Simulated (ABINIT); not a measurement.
# GaP (F-43m) in ABINIT: further runs

Aim: see how the results for GaP move with the level of theory and the settings. Levels: LDA, PBEsol, PBE. Tasks: single point, relaxation of cell and atoms.

Everything below comes from runs of ABINIT 10.8.3 (patched build). Logs are shortened: lines on timing, memory, paths and dates and some standing lists are left out, and cuts for length are marked. The log counts tension as positive stress, the text compression.

**Experimental background.**

“Stacking defects in GaP nanowires: Electronic structure and optical properties”, 2018, arxiv:1810.01194 quotes, for a bulk crystal of GaP at 10 K: band gap 2.34 eV (indirect).

The runs below are set against these values where they give the same quantity.

### 1 Starting point

Symmetry: F-43m, No. 216, cubic system. The conventional cell has a = 5.451 Å, b = 5.451 Å, c = 5.451 Å, α = 90.00°, β = 90.00°, γ = 90.00°. Ga (site symmetry -43m) has 4 P at 2.36 Å as nearest neighbours. P (site symmetry -43m) is surrounded by 4 Ga at 2.36 Å.

### 2 Single point, LDA

Contents of run.abi:

```
# Pseudopotentials
pp_dirpath "./"
pseudos "Ga.upf, P.upf"

# Structure
acell 3*1.0
rprim
     0.0000000000     5.1499761211     5.1499761211
     5.1499761211     0.0000000000     5.1499761211
     5.1499761211     5.1499761211     0.0000000000
ntypat 2
znucl 31 15
natom 2
typat 1 2
xred
     0.0000000000     0.0000000000     0.0000000000
     0.7500000000     0.7500000000     0.7500000000

# Plane-wave basis
ecut 40.0

# k points
kptopt 1
ngkpt 6 6 6
nshiftk 1
shiftk 0.0 0.0 0.0

# Exchange and correlation
ixc 7

# Bands and occupations
nband 13
occopt 3
tsmear 0.00183747

# SCF cycle
nstep 100
tolvrs 1.0e-10

# Output
iomode 3
prtwf 0
prteig 0
prtebands 0
enunit 2
prtvol 2
prtden 1
prtvha 1
prtvclmb 1
prtpot 1
prtelf 1
```

Potentials or basis: PseudoDojo NC SR LDA v0.4.1 standard.

Run with:

```console
> abinit run.abi > log 2>&1
```

run.abo:

```text
.Version 10.8.3 of ABINIT
 Symmetries : space group F-4 3 m (#216); Bravais cF (face-center cubic)
================================================================================
 Values of the parameters that define the memory need of the present run
     intxc =       0    ionmov =       0      iscf =       7    lmnmax =       6
     lnmax =       6     mgfft =      45  mpssoang =       3    mqgrid =    3001
     natom =       2  nloc_mem =       1    nspden =       1   nspinor =       1
    nsppol =       1      nsym =      24    n1xccc =    2501    ntypat =       2
    occopt =       3   xclevel =       1
       mpw =        3317          nfft =       91125          nkpt =          16
================================================================================
================================================================================

--------------------------------------------------------------------------------
------------- Echo of variables that govern the present computation ------------
--------------------------------------------------------------------------------
 -outvars: echo values of preprocessed input variables --------
            acell      1.0000000000E+00  1.0000000000E+00  1.0000000000E+00 Bohr
              amu      6.97230000E+01  3.09737620E+01
             ecut      4.00000000E+01 Hartree
           enunit           2
              ixc           7
         kptrlatt        6    0    0      0    6    0      0    0    6
          kptrlen      4.36989965E+01
            natom           2
            nband          13
            ngfft          45      45      45
             nkpt          16
            nstep         100
             nsym          24
           ntypat           2
           occopt           3
        prtebands           0
           prteig           0
           prtelf           1
           prtpot           1
         prtvclmb           1
           prtvha           1
           prtvol           2
            prtwf           0
            rprim      0.0000000000E+00  5.1499761211E+00  5.1499761211E+00
                       5.1499761211E+00  0.0000000000E+00  5.1499761211E+00
                       5.1499761211E+00  5.1499761211E+00  0.0000000000E+00
          spgroup         216
           tolvrs      1.00000000E-10
           tsmear      1.83747000E-03 Hartree
            typat      1  2
           xangst      0.0000000000E+00  0.0000000000E+00  0.0000000000E+00
                       4.0878749972E+00  4.0878749972E+00  4.0878749972E+00
            xcart      0.0000000000E+00  0.0000000000E+00  0.0000000000E+00
                       7.7249641816E+00  7.7249641816E+00  7.7249641816E+00
             xred      0.0000000000E+00  0.0000000000E+00  0.0000000000E+00
                       7.5000000000E-01  7.5000000000E-01  7.5000000000E-01
            znucl       31.00000   15.00000

================================================================================

 chkinp: Checking input parameters for consistency.

================================================================================
== DATASET  1 ==================================================================

--- !DatasetInfo
iteration_state: {dtset: 1, }
dimensions: {natom: 2, nkpt: 16, mband: 13, nsppol: 1, nspinor: 1, nspden: 1, mpw: 3317, }
cutoff_energies: {ecut:  40.0, pawecutdg:  -1.0, }
electrons: {nelect:   1.80000000E+01, charge:   0.00000000E+00, occopt:   3.00000000E+00, tsmear:   1.83747000E-03, }
meta: {optdriver: 0, ionmov: 0, optcell: 0, iscf: 7, paral_kgb: 0, }
...

 Exchange-correlation functional for the present dataset will be:
  LDA: Perdew-Wang 92 LSD fit to Ceperley-Alder data - ixc=7
  J.P.Perdew and Y.Wang, PRB 45, 13244 (1992)

 Real(R)+Recip(G) space primitive vectors, cartesian coordinates (Bohr,Bohr^-1):
 R(1)=  0.0000000  5.1499761  5.1499761  G(1)= -0.0970878  0.0970878  0.0970878
 R(2)=  5.1499761  0.0000000  5.1499761  G(2)=  0.0970878 -0.0970878  0.0970878
 R(3)=  5.1499761  5.1499761  0.0000000  G(3)=  0.0970878  0.0970878 -0.0970878
 Unit cell volume ucvol=  2.7317795E+02 bohr^3
 Angles (23,13,12)=  6.00000000E+01  6.00000000E+01  6.00000000E+01 degrees

 getcut: wavevector=  0.0000  0.0000  0.0000  ngfft=  45  45  45
         ecut(hartree)=     40.000   => boxcut(ratio)=   2.12196

--- Pseudopotential description ------------------------------------------------
- pspini: atom type   1  psp file is ./Ga.upf
[... 159 lines left out ...]
              =  0.529177210544  0.529177210544  0.529177210544 angstroms
 Fermi (or HOMO) energy (hartree) =   0.18165   Average Vxc (hartree)=  -0.37333
 Eigenvalues (hartree) for nkpt=  16  k points:
 kpt#   1, nband= 13, wtk=  0.00463, kpt=  0.0000  0.0000  0.0000 (reduced coord)
  -0.38504   -0.38504   -0.38504   -0.38144   -0.38144   -0.30514    0.15499    0.15499
   0.15499    0.21382    0.29431    0.29431    0.29431
      occupation numbers for kpt#   1
   2.00000    2.00000    2.00000    2.00000    2.00000    2.00000    2.00000    2.00000
   2.00000    0.00000    0.00000    0.00000    0.00000
 kpt#   2, nband= 13, wtk=  0.03704, kpt=  0.1667  0.0000  0.0000 (reduced coord)
  -0.38582   -0.38476   -0.38476   -0.38144   -0.38144   -0.29205    0.06520    0.14115
   0.14115    0.23745    0.31461    0.31461    0.33439
      occupation numbers for kpt#   2
   2.00000    2.00000    2.00000    2.00000    2.00000    2.00000    2.00000    2.00000
   2.00000    0.00000    0.00000    0.00000    0.00000
 kpt#   3, nband= 13, wtk=  0.03704, kpt=  0.3333  0.0000  0.0000 (reduced coord)
  -0.38721   -0.38430   -0.38430   -0.38131   -0.38131   -0.25707   -0.03892    0.12130
   0.12130    0.21842    0.32861    0.32861    0.42721
      occupation numbers for kpt#   3
   2.00000    2.00000    2.00000    2.00000    2.00000    2.00000    2.00000    2.00000
[... 64 lines left out ...]
      occupation numbers for kpt#  14
   2.00000    2.00000    2.00000    2.00000    2.00000    2.00000    2.00000    2.00000
   2.00000    0.00000    0.00000    0.00000    0.00000
 kpt#  15, nband= 13, wtk=  0.11111, kpt= -0.3333  0.3333  0.1667 (reduced coord)
  -0.38824   -0.38381   -0.38315   -0.38184   -0.38116   -0.20377   -0.08335    0.01753
   0.06288    0.29460    0.31753    0.38404    0.43772
      occupation numbers for kpt#  15
   2.00000    2.00000    2.00000    2.00000    2.00000    2.00000    2.00000    2.00000
   2.00000    0.00000    0.00000    0.00000    0.00000
 kpt#  16, nband= 13, wtk=  0.05556, kpt= -0.3333  0.5000  0.1667 (reduced coord)
  -0.38864   -0.38339   -0.38286   -0.38219   -0.38096   -0.19225   -0.09143    0.02946
   0.03339    0.27820    0.28468    0.42765    0.42863
      occupation numbers for kpt#  16
   2.00000    2.00000    2.00000    2.00000    2.00000    2.00000    2.00000    2.00000
   2.00000    0.00000    0.00000    0.00000    0.00000
 Fermi (or HOMO) energy (eV) =   4.94306   Average Vxc (eV)= -10.15892
 Eigenvalues (   eV  ) for nkpt=  16  k points:
 kpt#   1, nband= 13, wtk=  0.00463, kpt=  0.0000  0.0000  0.0000 (reduced coord)
 -10.47751  -10.47751  -10.47751  -10.37953  -10.37953   -8.30321    4.21745    4.21745
   4.21745    5.81826    8.00867    8.00867    8.00867
 kpt#   2, nband= 13, wtk=  0.03704, kpt=  0.1667  0.0000  0.0000 (reduced coord)
 -10.49862  -10.46977  -10.46977  -10.37944  -10.37944   -7.94713    1.77426    3.84076
   3.84076    6.46127    8.56105    8.56105    9.09908
 kpt#   3, nband= 13, wtk=  0.03704, kpt=  0.3333  0.0000  0.0000 (reduced coord)
 -10.53652  -10.45740  -10.45740  -10.37598  -10.37598   -6.99511   -1.05906    3.30066
   3.30066    5.94350    8.94196    8.94196   11.62499
 kpt#   4, nband= 13, wtk=  0.01852, kpt=  0.5000  0.0000  0.0000 (reduced coord)
 -10.55395  -10.45314  -10.45314  -10.37225  -10.37225   -6.22054   -2.49866    3.08829
   3.08829    5.71532    8.84811    8.84811   12.27435
 kpt#   5, nband= 13, wtk=  0.02778, kpt=  0.1667  0.1667  0.0000 (reduced coord)
 -10.51199  -10.46201  -10.46201  -10.38687  -10.37417   -7.82874    1.89816    3.20141
   3.20141    6.87222    7.84630    9.54058    9.54058
 kpt#   6, nband= 13, wtk=  0.11111, kpt=  0.3333  0.1667  0.0000 (reduced coord)
 -10.54066  -10.45110  -10.44777  -10.39047  -10.36977   -7.06319   -0.28950    2.38547
[... 16 lines left out ...]
 kpt#  12, nband= 13, wtk=  0.05556, kpt= -0.3333  0.3333  0.0000 (reduced coord)
 -10.56537  -10.43991  -10.42843  -10.39045  -10.37271   -5.54734   -2.21301    0.11864
   2.25156    6.58651   10.06671   11.46988   11.75653
 kpt#  13, nband= 13, wtk=  0.01389, kpt=  0.5000  0.5000  0.0000 (reduced coord)
 -10.58966  -10.41509  -10.41312  -10.41312  -10.35807   -5.30164   -2.63604    1.51030
   1.51030    5.71935    5.89861   14.64478   14.64490
 kpt#  14, nband= 13, wtk=  0.11111, kpt=  0.5000  0.3333  0.1667 (reduced coord)
 -10.55906  -10.44380  -10.43263  -10.39360  -10.36884   -6.21133   -1.41862    0.93445
   2.14392    7.73032    8.40016    9.31683   12.17873
 kpt#  15, nband= 13, wtk=  0.11111, kpt= -0.3333  0.3333  0.1667 (reduced coord)
 -10.56468  -10.44393  -10.42601  -10.39030  -10.37196   -5.54477   -2.26816    0.47711
   1.71095    8.01642    8.64053   10.45015   11.91105
 kpt#  16, nband= 13, wtk=  0.05556, kpt= -0.3333  0.5000  0.1667 (reduced coord)
 -10.57555  -10.43264  -10.41824  -10.39995  -10.36653   -5.23130   -2.48807    0.80170
   0.90857    7.57028    7.74645   11.63692   11.66361
 Total charge density [el/Bohr^3]
)     Maximum=    1.8999E+00  at reduced coord.    0.0444    0.0667    0.8889
)Next maximum=    1.8999E+00  at reduced coord.    0.0000    0.0667    0.8889
)     Minimum=    4.4862E-05  at reduced coord.    0.0000    0.0000    0.0000
)Next minimum=    2.0052E-03  at reduced coord.    0.7556    0.7556    0.7333
   Integrated=    1.8000E+01

--- !EnergyTerms
iteration_state     : {dtset: 1, }
comment             : Components of total free energy in Hartree
kinetic             :  6.50685249990979E+01
hartree             :  2.61142270879609E+01
xc                  : -2.26337432505224E+01
Ewald energy        : -4.82388119437275E+01
psp_core            :  2.08317818873748E+00
local_psp           : -6.87732240727555E+01
non_local_psp       : -3.69684187218161E+01
internal            : -8.33482677130253E+01
'-kT*entropy'       : -8.24230057452283E-10
total_energy        : -8.33482677138496E+01
total_energy_eV     : -2.26802190569499E+03
band_energy         : -4.10781740075540E+00
...

 Cartesian components of stress tensor (hartree/bohr^3)
  sigma(1 1)=  9.89762831E-05  sigma(3 2)=  0.00000000E+00
  sigma(2 2)=  9.89762831E-05  sigma(3 1)=  0.00000000E+00
  sigma(3 3)=  9.89762831E-05  sigma(2 1)=  0.00000000E+00

-Cartesian components of stress tensor (GPa)         [Pressure= -2.9120E+00 GPa]
- sigma(1 1)=  2.91198278E+00  sigma(3 2)=  0.00000000E+00
- sigma(2 2)=  2.91198278E+00  sigma(3 1)=  0.00000000E+00
- sigma(3 3)=  2.91198278E+00  sigma(2 1)=  0.00000000E+00

== END DATASET(S) ==============================================================
================================================================================

 -outvars: echo values of variables after computation  --------
            acell      1.0000000000E+00  1.0000000000E+00  1.0000000000E+00 Bohr
           etotal     -8.3348267714E+01
            fcart      8.1694712019E-31  6.5188804384E-48 -8.1694712019E-31
                      -8.1694712019E-31 -6.5188804384E-48  8.1694712019E-31
            rprim      0.0000000000E+00  5.1499761211E+00  5.1499761211E+00
                       5.1499761211E+00  0.0000000000E+00  5.1499761211E+00
                       5.1499761211E+00  5.1499761211E+00  0.0000000000E+00
           strten      9.8976283056E-05  9.8976283056E-05  9.8976283056E-05
                       0.0000000000E+00  0.0000000000E+00  0.0000000000E+00
           xangst      0.0000000000E+00  0.0000000000E+00  0.0000000000E+00
                       4.0878749972E+00  4.0878749972E+00  4.0878749972E+00
             xred      0.0000000000E+00  0.0000000000E+00  0.0000000000E+00
                       7.5000000000E-01  7.5000000000E-01  7.5000000000E-01
 Calculation completed.
```

Wall time 13 s (1 thread of AMD EPYC 9R45 (Zen 5), shared host); peak memory 0.08 GiB.

What came out:

```
Free energy                                           : -2268.0219 eV
Pressure                                              : -2.9 GPa
Band gap on the k mesh                                : 1.50 eV, indirect (least direct gap 1.60 eV)
Valence electrons inside the program's atomic spheres : Ga 10.84; P 2.80
```

(Continued in part 2 of 2.)
